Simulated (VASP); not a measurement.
A run of VASP 6.6.1 is set up as follows.

File INCAR:

```
SYSTEM = AlP
PREC     = Accurate       ! precision mode
ENCUT    = 500            ! plane-wave cutoff, eV
EDIFF    = 1E-6           ! SCF threshold, eV
ISMEAR   = 0              ! smearing method
SIGMA    = 0.01           ! smearing width, eV
LREAL    = .False.        ! projectors in reciprocal space
LASPH    = .True.         ! aspherical terms in the spheres
NELM     = 120            ! most SCF steps
ALGO     = Normal         ! electronic algorithm
ISIF     = 2              ! what is computed and relaxed
LWAVE    = .False.        ! write WAVECAR
LCHARG   = .False.        ! write CHGCAR
GGA      = PS             ! functional
NBANDS   = 11             ! bands
GGA_COMPAT= .False.
```

Contents of KPOINTS:

```
Automatic mesh
0
Gamma
  7 7 7
  0 0 0
```

File POSCAR:

```
AlP
1.0
    0.0000000000      2.7364600415      2.7364600415
    2.7364600415      0.0000000000      2.7364600415
    2.7364600415      2.7364600415      0.0000000000
Al P
1 1
Direct
    0.0000000000      0.0000000000      0.0000000000
    0.2500000000      0.2500000000      0.2500000000
```

Potentials or basis: VASP PAW PBE potentials, release 64 (Al, P).

Run with:

```sh
$ cat potpaw_PBE.64/Al/POTCAR potpaw_PBE.64/P/POTCAR > POTCAR
$ mpirun -np 1 vasp_std > vasp.out
```

**Question.** Estimate the band gap on the k mesh.

**Answer.** 1.58 eV, indirect (least direct gap 3.14 eV).

**Question.** What does it give for the pressure?

**Answer.** -0.1 GPa.

Caveat: the PAW data sets were made with another functional, which shifts forces and pressure a little.

**The experiment to reproduce.**

From a printed reference work, data compilation, for a bulk crystal of AlP at 4.2 K: band gap 2.505 eV (indirect).

Against the measured gap of AlP, 2.505 eV (indirect; 4.2 K; a printed reference work, data compilation), the calculated 1.58 eV is off by -0.92 eV. The value is that of PBEsol on a finite k mesh, which can miss the band edges, without temperature or zero-point motion. Semilocal functionals fall short of measured gaps as a rule.
